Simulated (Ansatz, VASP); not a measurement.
**Sc in VASP and in Ansatz**

Contents of INCAR:

```
PREC = Accurate
ENCUT = 520
EDIFF = 1E-6
ISMEAR = 0
SIGMA = 0.15
LREAL = False
LASPH = True
NELM = 100
ALGO = Fast
ISIF = 2
LWAVE = False
LCHARG = True
GGA = PE
LELF = True
LVHAR = True
NBANDS = 12
```

The input KPOINTS:

```
Automatic mesh
0
Gamma
  18 18 18
```

POSCAR

```
Sc
1.0
    0.0000000000      2.2705000000      2.1569750000
    2.2705000000      0.0000000000      2.1569750000
    2.2705000000      2.2705000000      0.0000000000
Sc
1
Direct
    0.0000000000      0.0000000000      0.0000000000
```

Input for Ansatz:

```yaml
crystal:
  lattice:
    - [0.0, 2.2705, 2.156975]
    - [2.2705, 0.0, 2.156975]
    - [2.2705, 2.2705, 0.0]
  atoms:
    - { symbol: Sc, position: [0.0, 0.0, 0.0] }
basis:
  ecutwfc: 420
kpoints:
  mp_grid: { grid: [18, 18, 18] }
hamiltonian:
  xc: pbe
scf:
  occupations: { method: gaussian, width: 0.15 }
output:
  forces: true
  stress: true
  eigenvalues: true
```

Change from the starting cell: strain +0.000 along x and y, -0.050 along z, atoms carried along.

Alike in both runs: task single point; functional PBE; k mesh 18 × 18 × 18; occupations gaussian, width 0.15 eV; no spin polarisation.

|  | VASP | Ansatz |
| --- | --- | --- |
| version | VASP 6.6.1 | Ansatz 0.2.0 |
| potentials or method | VASP PAW PBE potentials, release 64 (Sc_sv) | scalar-relativistic, plane waves, PAW |
| plane-wave cutoff (eV) | 520 | 420 |
| valence electrons in the cell | 11 | 11 |

```csv
,VASP,Ansatz,Ansatz less VASP
gap on the k mesh at the Fermi level (eV),none,none,-
pressure (GPa),6.3,6.3,0.00
largest component of the traceless stress (GPa),0.90,0.90,-0.004
```

A gap of «none» marks a metal or a gap that the smearing closes.
